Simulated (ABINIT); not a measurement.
Te:

```xyz
3
Lattice="4.4540 0.0000 0.0000 -2.2270 3.8573 0.0000 0.0000 0.0000 5.9240" Properties=species:S:1:pos:R:3 pbc="T T T"
Te    1.6279    2.8197    0.0000
Te   -0.5991    1.0376    3.9493
Te    1.1981    0.0000    1.9747
```

Base run:

```yaml
Program: ABINIT 10.8.3 (patched build)
Functional: PBEsol
Potentials_or_basis: JTH PAW PBE v2.0
Cutoff: 408 eV
k_mesh: 9 × 9 × 6
Occupations: fermi-dirac, width 0.05 eV
Spin: no spin polarisation
```

Its results: band gap on the k mesh 0.14 eV, direct; pressure -0.9 GPa; largest force 0.191 eV/Å.

Problem. The run is repeated on the same cell with these changes: functional from PBEsol to PBE. What comes out?

Solution. Band gap on the k mesh 0.18 eV, direct; pressure 1.4 GPa; largest force 0.225 eV/Å.

PBE binds less tightly than PBEsol, so the same cell stands under more pressure.

Caveats: spin-orbit coupling is left out, which moves the levels of the heavy elements; an odd mesh through Γ misses points on the zone boundary, where band edges often lie; the PAW data sets were made with another functional, which shifts forces and pressure a little (some runs).

Not every run made on this cell is shown here.
